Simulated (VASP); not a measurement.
# Al (Im-3m) in VASP: a series of runs

Runs on Al. Level: PBEsol. Tasks: single point.

Program: VASP 6.6.1. These are calculated values, not measurements. Logs are shortened: lines on timing, memory, paths and dates and some standing lists are left out, and cuts for length are marked.

**1. The crystal as given**

The structure is cubic, space group Im-3m (No. 229). The conventional cell has a = 3.182 Å, b = 3.182 Å, c = 3.182 Å, α = 90.00°, β = 90.00°, γ = 90.00°. Al (site symmetry m-3m) has 8 Al at 2.76 Å as nearest neighbours.

This isn't the form of Al at room conditions, which is fcc.

**2. Single point, PBEsol**

File INCAR:

```
ADDGRID = F
ALGO = Normal
EDIFF = 1E-7
ENCUT = 600
GGA = PS
ISIF = 2
ISMEAR = 1
LASPH = T
LCHARG = F
LREAL = F
LWAVE = F
NELM = 100
PREC = Accurate
SIGMA = 0.15
```

File KPOINTS:

```
k-points
0
Gamma
  10 10 10
```

File POSCAR:

```
Al
1.0
   -1.5505220000      1.6151010000      1.5901740000
    1.5972310000     -1.6159030000      1.6376860000
    1.5218560000      1.5872370000     -1.5909760000
Al
1
Direct
   -0.0427450000     -0.0166940000     -0.0578530000
```

Potentials or basis: VASP PAW PBE potentials, release 64 (Al).

On the command line:

```console
> cat potpaw_PBE.64/Al/POTCAR > POTCAR
> mpirun -np 1 vasp_std > vasp.out
```

OUTCAR:

```text
EDIFF = 1E-7
   ENCUT = 600
   GGA = PS
   ISIF = 2
   ISMEAR = 1
   LASPH = T
   LREAL = F
   NELM = 100
   PREC = Accurate

 Found    504 irreducible k-points:

 Following reciprocal coordinates:
            Coordinates               Weight
  0.000000  0.000000  0.000000      1.000000
  0.100000 -0.000000  0.000000      2.000000
  0.200000 -0.000000  0.000000      2.000000
  0.300000 -0.000000  0.000000      2.000000
  0.400000 -0.000000  0.000000      2.000000
  0.500000  0.000000 -0.000000      1.000000
   k-points           NKPTS =    504   k-points in BZ     NKDIM =    504   number of bands    NBANDS=      5
   number of dos      NEDOS =    301   number of ions     NIONS =      1
   total plane-waves  NPLWV =  13824
   dimension x,y,z NGX =    24 NGY =   24 NGZ =   24
   dimension x,y,z NGXF=    48 NGYF=   48 NGZF=   48
   ions per type =               1
   NGX,Y,Z   is equivalent  to a cutoff of  14.53, 14.25, 14.70 a.u.
   NGXF,Y,Z  is equivalent  to a cutoff of  29.06, 28.49, 29.40 a.u.
 SYSTEM =  unknown system
   PREC   = accura    normal or accurate (medium, high low for compatibility)
   ISTART =      0    job   : 0-new  1-cont  2-samecut
   ICHARG =      2    charge: 1-file 2-atom 10-const
   ISPIN  =      1    spin polarized calculation?
   LNONCOLLINEAR =      F non collinear calculations
   LSORBIT =      F    spin-orbit coupling
   LASPH  =      T    aspherical Exc in radial PAW
   ENCUT  =  600.0 eV  44.10 Ry    6.64 a.u.   5.48  5.59  5.42*2*pi/ulx,y,z
   NELM   =    100;   NELMIN=  2; NELMDL= -5     # of ELM steps
   EDIFF  = 0.1E-06   stopping-criterion for ELM
   LREAL  =      F    real-space projection
   EDIFFG = 0.1E-05   stopping-criterion for IOM
   NSW    =      0    number of steps for IOM
   IBRION =     -1    ionic relax: 0-MD 1-quasi-New 2-CG
   NFREE  =      0    steps in history (QN), initial steepest desc. (CG)
   ISIF   =      2    stress and relaxation
   ISYM   =      2    0-nonsym 1-usesym 2-fastsym
   POTIM  = 0.5000    time-step for ionic-motion
   TEBEG  =    0.0;   TEEND  =   0.0 temperature during run
   PSTRESS=    0.0 pullay stress
   NELECT =       3.0000    total number of electrons
   NUPDOWN=      -1.0000    fix difference up-down
   EMIN   =  10.00;   EMAX   =-10.00  energy-range for DOS
   EFERMI =   0.00;   METHOD = LEGACY
   ISMEAR =     1;   SIGMA  =   0.15  broadening in eV -4-tet -1-fermi 0-gaus
   EFERMI_NEDOS =   21; number of points for ismear=-14 and -15
   IALGO  =     38    algorithm
   IMIX   =      4    mixing-type and parameters
     AMIX     =   0.40;   BMIX     =  1.00
     AMIX_MAG =   1.60;   BMIX_MAG =  1.00
  volume/ion in A,a.u.               =      16.12       108.75
  Fermi-wavevector in a.u.,A,eV,Ry     =   0.934757  1.766435 11.888373  0.873771
  Thomas-Fermi vector in A             =   2.061595
   LORBIT       =      0    0 simple, 1 ext, 2 COOP (PROOUT), +10 PAW based schemes
   GGA     = PS    functional components
   LHFCALC =     F    Hartree Fock is set to
   AEXX    =    0.0000 exact exchange contribution
   IVDW    =     0    specifies the selected vdW correction
   LEPSILON=     F    determine dielectric tensor
   LRPA    =     F    only Hartree local field effects (RPA)
 non-spin polarized calculation
 Methfessel and Paxton  Order N= 1 SIGMA  =   0.15
  energy-cutoff  :      600.00
  volume of cell :       16.12
 maximum number of plane-waves:       553
 NGX is ok and might be reduce to    24
   NGX = 11   NGY = 11   NGZ = 11

 number of electron       3.0000000 magnetization

 Free energy of the ion-electron system (eV)
  ---------------------------------------------------
  ext. energy  EPLUGINS =         0.00000000
  ---------------------------------------------------
  free energy    TOTEN  =        -3.99652281 eV

  energy without entropy =       -3.99665937  energy(sigma->0) =       -3.99656833

 E-fermi :   8.1967     XC(G=0): -10.3459

 val. band max:        8.1902468113   @ k =   0.5000   0.2000   0.3000
 cond. band min:       8.2026863789   @ k =   0.0000   0.2000   0.5000
 fundamental gap:      0.0124395676
 Fermi energy:         8.1967222136

 k-point     1 :       0.0000    0.0000    0.0000
  band No.  band energies     occupation
      1      -3.0920      2.00000
      2      21.0453      0.00000
      3      21.6438      0.00000
      4      21.9500      0.00000
      5      22.7734      0.00000

 k-point     2 :       0.1000   -0.0000    0.0000
  band No.  band energies     occupation
      1      -2.8057      2.00000
      2      18.3259      0.00000
      3      20.2507      0.00000
      4      20.8020      0.00000
      5      22.5367      0.00000

 k-point     3 :       0.2000   -0.0000    0.0000
  band No.  band energies     occupation
      1      -1.9502      2.00000
      2      14.2289      0.00000
      3      18.7170      0.00000
      4      19.2097      0.00000
      5      21.1902      0.00000

 k-point     4 :       0.3000   -0.0000    0.0000
  band No.  band energies     occupation
      1      -0.5360      2.00000
      2      10.3566     -0.00000
      3      17.6045      0.00000
      4      17.9287      0.00000
      5      20.0380      0.00000

 k-point     5 :       0.4000   -0.0000    0.0000
  band No.  band energies     occupation
      1       1.4193      2.00000
      2       6.9047      2.00000
      3      16.9411      0.00000
      4      17.1255      0.00000
      5      19.3224      0.00000

 k-point     6 :       0.5000    0.0000   -0.0000
  band No.  band energies     occupation
      1       3.6954      2.00000
      2       4.1277      2.00000
      3      16.7239      0.00000
      4      16.8504      0.00000
      5      19.0817      0.00000

 [... further k-points ...]

------------------------ aborting loop because EDIFF is reached ----------------------------------------

  FORCE on cell =-STRESS in cart. coord.  units (eV):
  Direction    XX          YY          ZZ          XY          YZ          ZX
  --------------------------------------------------------------------------------------
  -------------------------------------------------------------------------------------
  Total        0.3435629      0.2304813      0.2854636      0.1638640      0.0006735     -0.2741256
  in kB       34.1560238     22.9137809     28.3799600     16.2908788      0.0669591    -27.2527732
  external PRESSURE =      28.4832549 kB  Pullay stress =       0.0000000 kB

 VOLUME and BASIS-vectors are now :
 -----------------------------------------------------------------------------
  energy-cutoff  :      600.00
  volume of cell :       16.12
      direct lattice vectors                 reciprocal lattice vectors
    -1.550522000  1.615101000  1.590174000    -0.001770503  0.312333611  0.309906003
     1.597231000 -1.615903000  1.637686000     0.316062363  0.002905701  0.305229896
     1.521856000  1.587237000 -1.590976000     0.323572133  0.315167177 -0.004603969

 POSITION                                       TOTAL-FORCE (eV/Angst)
 -----------------------------------------------------------------------------------
      1.52013      1.45255      1.63362         0.000000     -0.000000      0.000000
 -----------------------------------------------------------------------------------
    total drift:                               -0.000000      0.000000     -0.000000

  FREE ENERGIE OF THE ION-ELECTRON SYSTEM (eV)
  ---------------------------------------------------
  free  energy   TOTEN  =        -3.9965228097 eV

  energy  without entropy=       -3.9966593698  energy(sigma->0) =       -3.99656833
```

stdout:

```text
POSCAR found type information on POSCAR Al
 POSCAR found :  1 types and       1 ions
 scaLAPACK will be used
 -----------------------------------------------------------------------------
|                                                                             |
|                                                                             |
|     You enforced a specific xc type in the INCAR file but a different       |
|     I HOPE YOU KNOW WHAT YOU ARE DOING!                                     |
|                                                                             |
 -----------------------------------------------------------------------------

 LDA part: xc-table for (Slater+PW92), standard interpolation
 POSCAR, INCAR and KPOINTS ok, starting setup
 FFT: planning ... GRIDC
 FFT: planning ... GRID_SOFT
 FFT: planning ... GRID
 WAVECAR not read
 entering main loop
```

It took 33 s on 1 thread of Intel Xeon Platinum 8375C at 2.90GHz (Ice Lake), shared host; peak memory 0.16 GiB.

The run converged, but some of its settings lie outside the range that counts as converged, so its numbers aren't taken as properties of the crystal.

Results:

* Free energy: -3.9965 eV
* Pressure: 2.8 GPa
* Band gap on the k mesh: none (metal or under the smearing width)

Caveat: the PAW data sets were made with another functional, which shifts forces and pressure a little.

**3. Single point, PBEsol**

INCAR, as its differences from that of step 2:

```diff
@@ -3,3 +3,3 @@
 EDIFF = 1E-7
-ENCUT = 600
+ENCUT = 300
 GGA = PS
```

File KPOINTS:

```
k-points
0
Gamma
  15 15 15
```

File POSCAR:

```
Al
1.0
   -1.5912186900      1.5912186900      1.5912186900
    1.5912186900     -1.5912186900      1.5912186900
    1.5912186900      1.5912186900     -1.5912186900
Al
1
Direct
    0.0000000000      0.0000000000      0.0000000000
```

Potentials or basis: VASP PAW PBE potentials, release 64 (Al).

On the command line:

```console
> cat potpaw_PBE.64/Al/POTCAR > POTCAR
> mpirun -np 1 vasp_std > vasp.out
```

OUTCAR:

```text
EDIFF = 1E-7
   ENCUT = 300
   GGA = PS
   ISIF = 2
   ISMEAR = 1
   LASPH = T
   LREAL = F
   NELM = 100
   PREC = Accurate

 Found    120 irreducible k-points:

 Following reciprocal coordinates:
            Coordinates               Weight
  0.000000  0.000000  0.000000      1.000000
  0.066667  0.000000  0.000000     12.000000
  0.133333  0.000000  0.000000     12.000000
  0.200000  0.000000  0.000000     12.000000
  0.266667  0.000000  0.000000     12.000000
  0.333333  0.000000  0.000000     12.000000
   k-points           NKPTS =    120   k-points in BZ     NKDIM =    120   number of bands    NBANDS=      5
   number of dos      NEDOS =    301   number of ions     NIONS =      1
   total plane-waves  NPLWV =   4096
   dimension x,y,z NGX =    16 NGY =   16 NGZ =   16
   dimension x,y,z NGXF=    32 NGYF=   32 NGZF=   32
   ions per type =               1
   NGX,Y,Z   is equivalent  to a cutoff of   9.65,  9.65,  9.65 a.u.
   NGXF,Y,Z  is equivalent  to a cutoff of  19.30, 19.30, 19.30 a.u.
 SYSTEM =  unknown system
   PREC   = accura    normal or accurate (medium, high low for compatibility)
   ISTART =      0    job   : 0-new  1-cont  2-samecut
   ICHARG =      2    charge: 1-file 2-atom 10-const
   ISPIN  =      1    spin polarized calculation?
   LNONCOLLINEAR =      F non collinear calculations
   LSORBIT =      F    spin-orbit coupling
[... 55 lines left out ...]
 cond. band min:       8.2182450016   @ k =   0.2667   0.2667   0.0000
 fundamental gap:      0.0349877810
 Fermi energy:         8.2074295794

 k-point     1 :       0.0000    0.0000    0.0000
  band No.  band energies     occupation
      1      -3.0905      2.00000
      2      21.6167      0.00000
      3      21.6167      0.00000
      4      21.6167      0.00000
      5      23.2289      0.00000
[... 33 lines left out ...]
 k-point     6 :       0.3333    0.0000    0.0000
  band No.  band energies     occupation
      1       0.1216      2.00000
      2       9.4094     -0.00000
      3      17.1694      0.00000
      4      17.3008      0.00000
      5      19.0293      0.00000

 [... further k-points ...]

------------------------ aborting loop because EDIFF is reached ----------------------------------------

  FORCE on cell =-STRESS in cart. coord.  units (eV):
  Direction    XX          YY          ZZ          XY          YZ          ZX
  --------------------------------------------------------------------------------------
  -------------------------------------------------------------------------------------
  Total        0.2124307      0.2124307      0.2124307      0.0000000     -0.0000000     -0.0000000
  in kB       21.1192353     21.1192353     21.1192353      0.0000000     -0.0000000     -0.0000000
  external PRESSURE =      21.1192353 kB  Pullay stress =       0.0000000 kB

 VOLUME and BASIS-vectors are now :
 -----------------------------------------------------------------------------
  energy-cutoff  :      300.00
  volume of cell :       16.12
      direct lattice vectors                 reciprocal lattice vectors
    -1.591218690  1.591218690  1.591218690     0.000000000  0.314224565  0.314224565
     1.591218690 -1.591218690  1.591218690     0.314224565  0.000000000  0.314224565
     1.591218690  1.591218690 -1.591218690     0.314224565  0.314224565  0.000000000

 POSITION                                       TOTAL-FORCE (eV/Angst)
 -----------------------------------------------------------------------------------
      0.00000      0.00000      0.00000        -0.000000      0.000000      0.000000
 -----------------------------------------------------------------------------------
    total drift:                                0.000000     -0.000000     -0.000000

  FREE ENERGIE OF THE ION-ELECTRON SYSTEM (eV)
  ---------------------------------------------------
  free  energy   TOTEN  =        -3.9873177872 eV

  energy  without entropy=       -3.9873427277  energy(sigma->0) =       -3.98732610
```

OSZICAR:

```text
N       E                     dE             d eps       ncg     rms          rms(c)
DAV:   1    -0.313455065966E+01   -0.31346E+01   -0.60869E+02  1570   0.189E+02
DAV:   2    -0.401374182466E+01   -0.87919E+00   -0.80496E+00  1670   0.215E+01
DAV:   3    -0.401758791889E+01   -0.38461E-02   -0.38457E-02  1640   0.145E+00
DAV:   4    -0.401759192163E+01   -0.40027E-05   -0.40025E-05  1750   0.419E-02
DAV:   5    -0.401759193125E+01   -0.96228E-08   -0.90917E-08  1750   0.137E-03    0.147E+00
DAV:   6    -0.399935464482E+01    0.18237E-01   -0.25637E-03  1470   0.310E-01    0.823E-01
DAV:   7    -0.398733753574E+01    0.12017E-01   -0.68877E-03  1595   0.492E-01    0.178E-01
DAV:   8    -0.398731876646E+01    0.18769E-04   -0.37304E-05  1825   0.556E-02    0.220E-02
DAV:   9    -0.398731798470E+01    0.78176E-06   -0.34566E-07  1685   0.395E-03    0.888E-04
DAV:  10    -0.398731778175E+01    0.20295E-06   -0.48847E-09  1380   0.609E-04    0.476E-04
DAV:  11    -0.398731778715E+01   -0.54017E-08   -0.17259E-10   965   0.949E-05
   1 F= -.39873178E+01 E0= -.39873261E+01  d E =0.249406E-04
```

stdout:

```text
POSCAR found type information on POSCAR Al
 POSCAR found :  1 types and       1 ions
 scaLAPACK will be used
 -----------------------------------------------------------------------------
|                                                                             |
|                                                                             |
|     You enforced a specific xc type in the INCAR file but a different       |
|     I HOPE YOU KNOW WHAT YOU ARE DOING!                                     |
|                                                                             |
 -----------------------------------------------------------------------------

 LDA part: xc-table for (Slater+PW92), standard interpolation
 POSCAR, INCAR and KPOINTS ok, starting setup
 FFT: planning ... GRIDC
 FFT: planning ... GRID_SOFT
 FFT: planning ... GRID
 WAVECAR not read
 entering main loop
```

Run time: 7.4 s. Hardware: 1 thread of Intel Xeon Platinum 8375C at 2.90GHz (Ice Lake), shared host; peak memory 0.11 GiB.

The run converged, but some of its settings lie outside the range that counts as converged, so its numbers aren't taken as properties of the crystal.

What came out:

- Free energy: -3.9873 eV
- Pressure: 2.1 GPa
- Band gap on the k mesh: none (metal or under the smearing width)

Caveat: the PAW data sets were made with another functional, which shifts forces and pressure a little.

[end of part 1 of 2]
